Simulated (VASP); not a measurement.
# SiGe3 (P4/mmm) in VASP: notebook

One crystal, SiGe3, is run at these levels: PBE; tasks: relaxation of cell and atoms.

Everything below comes from runs of VASP 6.6.1. Logs are shortened: lines on timing, memory, paths and dates and some standing lists are left out, and cuts for length are marked.

## (1) Starting point

It takes space group P4/mmm (No. 123, tetragonal). The conventional cell has a = 4.030 Å, b = 4.030 Å, c = 5.502 Å, α = 90.00°, β = 90.00°, γ = 90.00°. Around Si (site symmetry 4/mmm) lie 10 Ge at 2.75 to 3.13 Å. Ge (site symmetry 4mm) has 2 Ge at 2.58 to 2.92 Å as nearest neighbours. Around Ge (site symmetry 4/mmm) lie 2 Si at 2.75 Å.

The cell was built by a generator and needn't be a form met in nature.

## (2) Relaxation of cell and atoms, PBE

INCAR

```
PREC     = Normal         # precision mode
ENCUT    = 520            # plane-wave cutoff, eV
EDIFF    = 1E-4           # SCF threshold, eV
ISMEAR   = 0              # smearing method
SIGMA    = 0.15           # smearing width, eV
LREAL    = F              # projectors in reciprocal space
LASPH    = T              # aspherical terms in the spheres
NELM     = 60             # most SCF steps
ALGO     = Fast           # electronic algorithm
ISIF     = 3              # what is computed and relaxed
LWAVE    = F              # write WAVECAR
LCHARG   = F              # write CHGCAR
GGA      = PE             # functional
IBRION   = 2              # ionic algorithm
NSW      = 24             # ionic steps
EDIFFG   = -0.08          # ionic threshold
```

KPOINTS

```
Automatic mesh
0
Gamma
  5 5 4
```

POSCAR

```
SiGe3
1.0
    4.0299666600      0.0000000000      0.0000000000
    0.0000000000      4.0299666600      0.0000000000
    0.0000000000      0.0000000000      5.5020151200
Si Ge
1 3
Direct
    0.5000000000      0.5000000000      0.5000000000
    0.0000000000      0.0000000000      0.7348882700
    0.0000000000      0.0000000000      0.2651117300
    0.5000000000      0.5000000000      0.0000000000
```

Potentials or basis: VASP PAW PBE potentials, release 64 (Si, Ge_d).

On the command line:

```console
$ cat potpaw_PBE.64/Si/POTCAR potpaw_PBE.64/Ge_d/POTCAR > POTCAR
$ mpirun -np 1 vasp_std > vasp.out
```

OUTCAR:

```text
PREC = Normal
   ENCUT = 520
   EDIFF = 1E-4
   ISMEAR = 0
   LREAL = F
   LASPH = T
   NELM = 60
   ISIF = 3
   GGA = PE
   IBRION = 2
   NSW = 24
   EDIFFG = -0.08

 ion  position               nearest neighbor table
   1  0.500  0.500  0.500-   4 2.75   4 2.75
   2  0.000  0.000  0.735-   3 2.58   3 2.92
   3  0.000  0.000  0.265-   2 2.58   2 2.92
   4  0.500  0.500  0.000-   1 2.75   1 2.75

  LATTYP: Found a simple tetragonal cell.
 ALAT       =     4.0299666600
 C/A-ratio  =     1.3652755926

  Lattice vectors:

 A1 = (   4.0299666600,   0.0000000000,   0.0000000000)
 A2 = (   0.0000000000,   4.0299666600,   0.0000000000)
 A3 = (   0.0000000000,   0.0000000000,   5.5020151200)

Analysis of symmetry for initial positions (statically):
=====================================================================
 Subroutine PRICEL returns:
 Original cell was already a primitive cell.

 Routine SETGRP: Setting up the symmetry group for a
 simple tetragonal supercell.

 Subroutine GETGRP returns: Found 16 space group operations
 (whereof 16 operations were pure point group operations)
 out of a pool of 16 trial point group operations.

The static configuration has the point symmetry D_4h.

Analysis of symmetry for dynamics (positions and initial velocities):
=====================================================================
 Subroutine PRICEL returns:
 Original cell was already a primitive cell.

 Routine SETGRP: Setting up the symmetry group for a
 simple tetragonal supercell.

 Subroutine GETGRP returns: Found 16 space group operations
 (whereof 16 operations were pure point group operations)
 out of a pool of 16 trial point group operations.

The dynamic configuration has the point symmetry D_4h.

 Subroutine INISYM returns: Found 16 space group operations
 (whereof 16 operations are pure point group operations),
 and found     1 'primitive' translations

----------------------------------------------------------------------------------------

                                     Primitive cell

  volume of cell :      89.3562

  direct lattice vectors                    reciprocal lattice vectors
     4.029966660  0.000000000  0.000000000     0.248141011  0.000000000  0.000000000
     0.000000000  4.029966660  0.000000000     0.000000000  0.248141011  0.000000000
     0.000000000  0.000000000  5.502015120     0.000000000  0.000000000  0.181751591

  length of vectors
     4.029966660  4.029966660  5.502015120     0.248141011  0.248141011  0.181751591

  position of ions in fractional coordinates (direct lattice)
     0.500000000  0.500000000  0.500000000
     0.000000000  0.000000000  0.734888270
     0.000000000  0.000000000  0.265111730
     0.500000000  0.500000000  0.000000000

  ion indices of the primitive-cell ions
   primitive index   ion index
                 1           1
                 2           2
                 3           3
                 4           4

----------------------------------------------------------------------------------------

 KPOINTS: Automatic mesh

Automatic generation of k-mesh.
 Grid dimensions read from file:
 generate k-points for:    5    5    4

 Generating k-lattice:

  Cartesian coordinates                     Fractional coordinates (reciprocal lattice)
     0.049628202  0.000000000  0.000000000     0.200000000  0.000000000  0.000000000
     0.000000000  0.049628202  0.000000000     0.000000000  0.200000000  0.000000000
     0.000000000  0.000000000  0.045437898     0.000000000  0.000000000  0.250000000

  Length of vectors
     0.049628202  0.049628202  0.045437898

  Shift w.r.t. Gamma in fractional coordinates (k-lattice)
     0.000000000  0.000000000  0.000000000

 Subroutine IBZKPT returns following result:
 ===========================================

 Found     18 irreducible k-points:

 Following reciprocal coordinates:
            Coordinates               Weight
  0.000000  0.000000  0.000000      1.000000
  0.200000  0.000000  0.000000      4.000000
  0.400000  0.000000  0.000000      4.000000
  0.200000  0.200000  0.000000      4.000000
  0.400000  0.200000  0.000000      8.000000
  0.400000  0.400000  0.000000      4.000000
[... 10 lines left out ...]
  0.400000  0.200000  0.500000      8.000000
  0.400000  0.400000  0.500000      4.000000
   k-points           NKPTS =     18   k-points in BZ     NKDIM =     18   number of bands    NBANDS=     27
   number of dos      NEDOS =    301   number of ions     NIONS =      4
   total plane-waves  NPLWV =  18432
   dimension x,y,z NGX =    24 NGY =   24 NGZ =   32
   dimension x,y,z NGXF=    48 NGYF=   48 NGZF=   64
   ions per type =               1   3
   NGX,Y,Z   is equivalent  to a cutoff of   9.90,  9.90,  9.67 a.u.
   NGXF,Y,Z  is equivalent  to a cutoff of  19.80, 19.80, 19.34 a.u.
 SYSTEM =  unknown system
   PREC   = normal    normal or accurate (medium, high low for compatibility)
   ISTART =      0    job   : 0-new  1-cont  2-samecut
   ICHARG =      2    charge: 1-file 2-atom 10-const
   ISPIN  =      1    spin polarized calculation?
   LNONCOLLINEAR =      F non collinear calculations
   LSORBIT =      F    spin-orbit coupling
   LASPH  =      T    aspherical Exc in radial PAW
   ENCUT  =  520.0 eV  38.22 Ry    6.18 a.u.   7.49  7.49 10.23*2*pi/ulx,y,z
   NELM   =     60;   NELMIN=  2; NELMDL= -5     # of ELM steps
   EDIFF  = 0.1E-03   stopping-criterion for ELM
   LREAL  =      F    real-space projection
   EDIFFG = -.8E-01   stopping-criterion for IOM
   NSW    =     24    number of steps for IOM
   IBRION =      2    ionic relax: 0-MD 1-quasi-New 2-CG
   NFREE  =      1    steps in history (QN), initial steepest desc. (CG)
   ISIF   =      3    stress and relaxation
   ISYM   =      2    0-nonsym 1-usesym 2-fastsym
   POTIM  = 0.5000    time-step for ionic-motion
   TEBEG  =    0.0;   TEEND  =   0.0 temperature during run
   PSTRESS=    0.0 pullay stress
   NELECT =      46.0000    total number of electrons
   NUPDOWN=      -1.0000    fix difference up-down
   EMIN   =  10.00;   EMAX   =-10.00  energy-range for DOS
   EFERMI =   0.00;   METHOD = LEGACY
   ISMEAR =     0;   SIGMA  =   0.15  broadening in eV -4-tet -1-fermi 0-gaus
   EFERMI_NEDOS =   21; number of points for ismear=-14 and -15
   IALGO  =     68    algorithm
   IMIX   =      4    mixing-type and parameters
     AMIX     =   0.40;   BMIX     =  1.00
     AMIX_MAG =   1.60;   BMIX_MAG =  1.00
  volume/ion in A,a.u.               =      22.34       150.75
  Fermi-wavevector in a.u.,A,eV,Ry     =   1.312057  2.479427 23.422325  1.721492
  Thomas-Fermi vector in A             =   2.442475
   LORBIT       =      0    0 simple, 1 ext, 2 COOP (PROOUT), +10 PAW based schemes
   GGA     = PE    functional components
   LHFCALC =     F    Hartree Fock is set to
   AEXX    =    0.0000 exact exchange contribution
   IVDW    =     0    specifies the selected vdW correction
   LEPSILON=     F    determine dielectric tensor
   LRPA    =     F    only Hartree local field effects (RPA)
 conjugate gradient relaxation of ions
 non-spin polarized calculation
 RMM-DIIS sequential band-by-band and
 Gauss-broadening in eV      SIGMA  =   0.15
  energy-cutoff  :      520.00
  volume of cell :       89.36
 maximum number of plane-waves:      2433
   NGX = 15   NGY = 15   NGZ = 21

--------------------------------------- Ionic step        1  -------------------------------------------

 number of electron      45.9999814 magnetization

 Free energy of the ion-electron system (eV)
  ---------------------------------------------------
  ext. energy  EPLUGINS =         0.00000000
  ---------------------------------------------------
  free energy    TOTEN  =       -16.83293597 eV

  energy without entropy =      -16.81286316  energy(sigma->0) =      -16.82289956

------------------------ aborting loop because EDIFF is reached ----------------------------------------

  FORCE on cell =-STRESS in cart. coord.  units (eV):
  Direction    XX          YY          ZZ          XY          YZ          ZX
  --------------------------------------------------------------------------------------
  -------------------------------------------------------------------------------------
  Total       -4.3642540     -4.3642540     -3.2687099      0.0000000      0.0000000      0.0000000
  in kB      -78.2520845    -78.2520845    -58.6087249      0.0000000      0.0000000      0.0000000
  external PRESSURE =     -71.7042980 kB  Pullay stress =       0.0000000 kB
[... 95 lines left out ...]
  FREE ENERGIE OF THE ION-ELECTRON SYSTEM (eV)
  ---------------------------------------------------
  free  energy   TOTEN  =       -17.1929126325 eV

  energy  without entropy=      -17.1798791224  energy(sigma->0) =      -17.18639588

[... ionic steps 4 to 14 ...]

--------------------------------------- Ionic step       15  -------------------------------------------

 number of electron      45.9999977 magnetization

------------------------ aborting loop because EDIFF is reached ----------------------------------------

  FORCE on cell =-STRESS in cart. coord.  units (eV):
  Direction    XX          YY          ZZ          XY          YZ          ZX
  --------------------------------------------------------------------------------------
  -------------------------------------------------------------------------------------
  Total        0.1524678      0.1524678     -1.8140771      0.0000000      0.0000000      0.0000000
  in kB        3.2810145      3.2810145    -39.0378348      0.0000000      0.0000000      0.0000000
  external PRESSURE =     -10.8252686 kB  Pullay stress =       0.0000000 kB
[... 61 lines left out ...]
  energy  without entropy=      -17.4085570904  energy(sigma->0) =      -17.41554678

--------------------------------------- Ionic step       17  -------------------------------------------

 number of electron      46.0000102 magnetization

 Free energy of the ion-electron system (eV)
  ---------------------------------------------------
  ext. energy  EPLUGINS =         0.00000000
  ---------------------------------------------------
  free energy    TOTEN  =       -17.42374549 eV

  energy without entropy =      -17.41011524  energy(sigma->0) =      -17.41693037

 E-fermi :   6.8898     XC(G=0): -11.0782

 val. band max:        6.8836941140   @ k =   0.4000   0.0000   0.0000
 cond. band min:       7.1388122147   @ k =   0.4000   0.0000   0.2500
 fundamental gap:      0.2551181006
 Fermi energy:         6.8897562873

 k-point     1 :       0.0000    0.0000    0.0000
  band No.  band energies     occupation
      1     -17.7933      2.00000
      2     -17.7761      2.00000
      3     -17.7745      2.00000
      4     -17.7609      2.00000
      5     -17.7609      2.00000
      6     -17.7396      2.00000
[... 560 lines left out ...]
  FREE ENERGIE OF THE ION-ELECTRON SYSTEM (eV)
  ---------------------------------------------------
  free  energy   TOTEN  =       -17.4237454908 eV

  energy  without entropy=      -17.4101152439  energy(sigma->0) =      -17.41693037

 reached required accuracy - stopping structural energy minimisation
```

It took 3.2 min on 1 thread of Intel Xeon Platinum 8259CL at 2.50GHz (Skylake/Cascade Lake), shared host; peak memory 0.17 GiB.

What came out:

- Free energy: -17.4237 eV
- Relaxed volume: 18.54 Å³/atom
- Relaxed cell: a = 3.587 Å, b = 3.587 Å, c = 5.762 Å, α = 90.00°, β = 90.00°, γ = 90.00°
- Space group after relaxing (to 0.05 Å): P4/mmm (No. 123)
- Energy gained by relaxing: 147.7 meV/atom
- Ionic steps: 17
- Pressure after relaxing: -0.1 GPa
- Largest force after relaxing: 0.015 eV/Å
- Band gap on the k mesh: none (metal or under the smearing width)

Forces on the atoms (eV/Å):
```
Si   0.000  0.000  0.000
Ge   0.000  0.000  0.015
Ge   0.000  0.000 -0.015
Ge   0.000  0.000  0.000
```

Step by step:
| step | energy change (eV) | largest force (eV/Å) | pressure (GPa) | volume (Å³) |
| --- | --- | --- | --- | --- |
| 1 | 0.0000 | 0.3313 | -7.17 | 89.36 |
| 2 | -0.3569 | 0.3660 | -0.85 | 77.04 |
| 3 | -0.3600 | 0.3287 | 2.15 | 74.33 |
| 4 | -0.3632 | 0.4361 | 1.88 | 75.46 |
| 5 | -0.3616 | 0.4194 | 0.90 | 76.24 |
| 6 | -0.5482 | 0.0493 | 2.53 | 72.87 |
| 7 | -0.5542 | 0.0798 | 2.16 | 72.50 |
| 8 | -0.5550 | 0.1393 | 0.36 | 71.75 |
| 9 | -0.5524 | 0.1563 | 2.85 | 71.57 |
| 10 | -0.5705 | 0.0932 | -0.06 | 74.60 |
| 11 | -0.5700 | 0.0981 | -1.57 | 74.78 |
| 12 | -0.5703 | 0.1242 | -0.17 | 74.66 |
| 13 | -0.5739 | 0.0630 | -0.59 | 74.65 |
| 14 | -0.5864 | 0.0279 | -0.74 | 74.60 |
| 15 | -0.5684 | 0.0905 | -1.08 | 74.45 |
| 16 | -0.5896 | 0.0482 | -0.95 | 74.57 |
| 17 | -0.5908 | 0.0148 | -0.07 | 74.16 |

Final structure:
```cif
data_structure
_symmetry_space_group_name_H-M 'P 1'
_symmetry_Int_Tables_number 1
_cell_length_a 3.5874
_cell_length_b 3.5874
_cell_length_c 5.7623
_cell_angle_alpha 90.000
_cell_angle_beta 90.000
_cell_angle_gamma 90.000
_cell_volume 74.16
loop_
_atom_site_label
_atom_site_type_symbol
_atom_site_fract_x
_atom_site_fract_y
_atom_site_fract_z
_atom_site_occupancy
Si1 Si 0.50000 0.50000 0.50000 1
Ge1 Ge 0.00000 0.00000 0.73687 1
Ge2 Ge 0.00000 0.00000 0.26313 1
Ge3 Ge 0.50000 0.50000 0.00000 1
```

Caveat: the volume moved by over 15 % at a fixed basis, so the end points are rough; the relaxation stopped at a loose force limit of 0.08 eV/Å, so its end isn't a converged minimum.

(Part 1 of 2 ends here.)
